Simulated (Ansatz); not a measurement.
Crystal: HfO2.

```xyz
3
Lattice="0.0000 2.5575 2.5575 2.5575 0.0000 2.5575 2.5575 2.5575 0.0000" Properties=species:S:1:pos:R:3 pbc="T T T"
Hf    0.0000    0.0000    0.0000
O     3.8363    3.8363    3.8363
O     1.2788    1.2788    1.2788
```

Measurements of this composition are mostly on another form, of space group No. 14.

Base run:

- Program: Ansatz 0.2.0
- Functional: HSE06
- Potentials or basis: Ansatz PAW
- Cutoff: 420 eV (not typed: the program's choice for these potentials)
- k mesh: 6 × 6 × 6
- Occupations: fermi-dirac, width 0.05 eV
- Spin: no spin polarisation

Its results: band gap on the k mesh 5.31 eV, direct; pressure -8.8 GPa.

Question: The run is repeated on the same cell with these changes: functional from HSE06 to PBE0. What comes out?

Answer: Band gap on the k mesh 6.06 eV, direct; pressure -8.7 GPa.

Caveats: spin-orbit coupling is left out, which moves the levels of the heavy elements; the PAW data sets come from PBE, with cores solved anew for the run's functional, which leaves a small shift of forces and pressure; the thresholds are loose for stress.
